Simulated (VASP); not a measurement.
Be$_{2}$C in VASP 6.6.1, single-point calculation

INCAR

```
IBRION = -1
SIGMA = 0.01
BMIX = 3
NELM = 93
LWAVE = .FALSE.
NSW = 0
ENCUT = 520
PREC = Accurate
NELECT = 9
LCHARG = .FALSE.
LREAL = .FALSE.
METAGGA = R2SCAN
ISMEAR = 0
LASPH = .TRUE.
ISIF = 2
NBANDS = 11
EDIFF = 1E-7
ALGO = Normal
```

KPOINTS

```
KPOINTS created by Atomic Simulation Environment
0
Gamma
10 10 10
0 0 0
```

POSCAR

```
C  Be
 1.0000000000000000
     0.0000000000000000    2.1496832103000001    2.1608126524000002
     2.1496832103000001    0.0000000000000000    2.1608126524000002
     2.1496832103000001    2.1496832103000001    0.0000000000000000
 C   Be
   1   2
Cartesian
  0.0000000000000000  0.0000000000000000  0.0000000000000000
  1.0748416051500000  1.0748416051500000  1.0804063262000001
  3.2245248154500001  3.2245248154500001  3.2412189785999996
```

The recommended PBE PAW datasets give the neutral cell 8 valence electrons.

Command

```
mpirun -np 1 vasp_std
```

OSZICAR

```
N       E                     dE             d eps       ncg     rms          rms(c)
DAV:   1     0.149595160440E+02    0.14960E+02   -0.43603E+03  2260   0.733E+02
DAV:   2    -0.959330896178E+01   -0.24553E+02   -0.23616E+02  3036   0.141E+02
DAV:   3    -0.103844703476E+02   -0.79116E+00   -0.78400E+00  2946   0.195E+01
DAV:   4    -0.103890632945E+02   -0.45929E-02   -0.45919E-02  2620   0.169E+00
DAV:   5    -0.103890879367E+02   -0.24642E-04   -0.24639E-04  2862   0.108E-01    0.598E+00
DAV:   6    -0.805715064712E+01    0.23319E+01   -0.16355E+00  2449   0.745E+00    0.331E+00
DAV:   7    -0.779269396918E+01    0.26446E+00   -0.81877E-01  2522   0.545E+00    0.117E+00
DAV:   8    -0.777837851152E+01    0.14315E-01   -0.10068E-01  2884   0.204E+00    0.559E-01
DAV:   9    -0.777708951448E+01    0.12890E-02   -0.20300E-02  2383   0.904E-01    0.200E-01
DAV:  10    -0.777656227501E+01    0.52724E-03   -0.10721E-03  2499   0.314E-01    0.927E-02
DAV:  11    -0.777644806184E+01    0.11421E-03   -0.84622E-04  2467   0.189E-01    0.571E-02
DAV:  12    -0.777646347773E+01   -0.15416E-04   -0.11286E-04  2484   0.895E-02    0.166E-02
DAV:  13    -0.777646297391E+01    0.50382E-06   -0.96638E-06  2604   0.254E-02    0.743E-03
DAV:  14    -0.777646107246E+01    0.19015E-05   -0.37930E-06  2562   0.136E-02    0.108E-03
DAV:  15    -0.777646121127E+01   -0.13881E-06   -0.80443E-08  1431   0.275E-03    0.587E-04
DAV:  16    -0.777646112878E+01    0.82488E-07   -0.10305E-08  1170   0.890E-04
   1 F= -.77764611E+01 E0= -.77764244E+01  d E =-.734325E-04
```

From OUTCAR

```
k-points           NKPTS =    102   k-points in BZ     NKDIM =    102   number of bands    NBANDS=     11

   NELECT =       9.0000    total number of electrons

   dimension x,y,z NGX =    24 NGY =   24 NGZ =   24
   dimension x,y,z NGXF=    48 NGYF=   48 NGZF=   48

  energy-cutoff  :      520.00
  volume of cell :       19.97
      direct lattice vectors                 reciprocal lattice vectors
     0.000000000  2.149683210  2.160812652    -0.232592411  0.232592411  0.231394424
     2.149683210  0.000000000  2.160812652     0.232592411 -0.232592411  0.231394424
     2.149683210  2.149683210  0.000000000     0.232592411  0.232592411 -0.231394424

 k-points in reciprocal lattice and weights: KPOINTS created by Atomic Simulation Env
   0.00000000  0.00000000  0.00000000       0.001
   0.10000000  0.00000000  0.00000000       0.008
   0.20000000  0.00000000  0.00000000       0.008
   0.30000000  0.00000000  0.00000000       0.008
   0.40000000  0.00000000  0.00000000       0.008
   0.50000000  0.00000000  0.00000000       0.004
   0.10000000  0.10000000  0.00000000       0.002
   0.20000000  0.10000000  0.00000000       0.008
   ...

 E-fermi :  12.4313

 k-point     1 :       0.0000    0.0000    0.0000
  band No.  band energies     occupation
      1      -8.8862      2.00000
      2       7.3781      2.00000
      3       7.4209      2.00000
      4       7.4209      2.00000
      5      11.8090      2.00000
      6      11.8090      2.00000
      7      11.8922      2.00000
      8      14.4189      0.00000
      9      21.3129      0.00000
     10      21.5353      0.00000
     11      21.5353      0.00000

 k-point     2 :       0.1000    0.0000    0.0000
  band No.  band energies     occupation
      1      -8.7127      2.00000
      2       5.9532      2.00000
      3       7.0631      2.00000
      4       7.0946      2.00000
      5      12.2938      2.00000
      6      12.3370      2.00000
      7      12.7229      0.00000
      8      14.8698      0.00000
      9      20.1722      0.00000
     10      20.2995      0.00000
     11      21.8724      0.00000

 k-point     3 :       0.2000    0.0000    0.0000
  band No.  band energies     occupation
      1      -8.1985      2.00000
      2       3.4116      2.00000
      3       6.4293      2.00000
      4       6.4708      2.00000
      5      13.0995      0.00000
      6      13.1071      0.00000
      7      13.6321      0.00000
      8      16.0084      0.00000
      9      19.2073      0.00000
     10      19.2631      0.00000
     11      23.0269      0.00000

 k-point     4 :       0.3000    0.0000    0.0000
  band No.  band energies     occupation
      1      -7.3741      2.00000
      2       0.9198      2.00000
      3       5.8755      2.00000
      4       5.9291      2.00000
      5      13.1876      0.00000
      6      13.2330      0.00000
      7      14.2464      0.00000
      8      16.9731      0.00000
      9      19.9034      0.00000
     10      19.9382      0.00000
     11      24.4486      0.00000

 k-point     5 :       0.4000    0.0000    0.0000
  band No.  band energies     occupation
      1      -6.3639      2.00000
      2      -1.1441      2.00000
      3       5.5284      2.00000
      4       5.5917      2.00000
      5      12.8174      0.00000
      6      12.8837      0.00000
      7      14.6978      0.00000
      8      17.5155      0.00000
      9      21.7634      0.00000
     10      21.8543      0.00000
     11      25.4925      0.00000

 ...

  Total       12.5966472     12.5966472     12.3552164      0.0000000      0.0000000     -0.0000000
  in kB     1010.5772340   1010.5772340    991.2082355      0.0000000      0.0000000     -0.0000000
  external PRESSURE =    1004.1209011 kB  Pullay stress =       0.0000000 kB

 POSITION                                       TOTAL-FORCE (eV/Angst)
 -----------------------------------------------------------------------------------
      0.00000      0.00000      0.00000         0.000000     -0.000000      0.000000
      1.07484      1.07484      1.08041         0.000000      0.000000      0.000000
      3.22452      3.22452      3.24122        -0.000000     -0.000000     -0.000000
 -----------------------------------------------------------------------------------
    total drift:                               -0.000000     -0.000000     -0.000000

  FREE ENERGIE OF THE ION-ELECTRON SYSTEM (eV)
  ---------------------------------------------------
  free  energy   TOTEN  =        -7.7764611288 eV

  energy  without entropy=       -7.7763876963  energy(sigma->0) =       -7.77642441
```

It converged. Results: pressure 100.4 GPa.

The cell is charged and sits in a uniform background.

For comparison, a separate r²SCAN run of the intended cell, on usual settings and not on those above, gives a gap of 1.49 eV on its mesh and a pressure of 3.1 GPa.

The run above took about 50 s on one core of a shared host (Intel Xeon Platinum 8488C) and held 0.15 GiB at most.
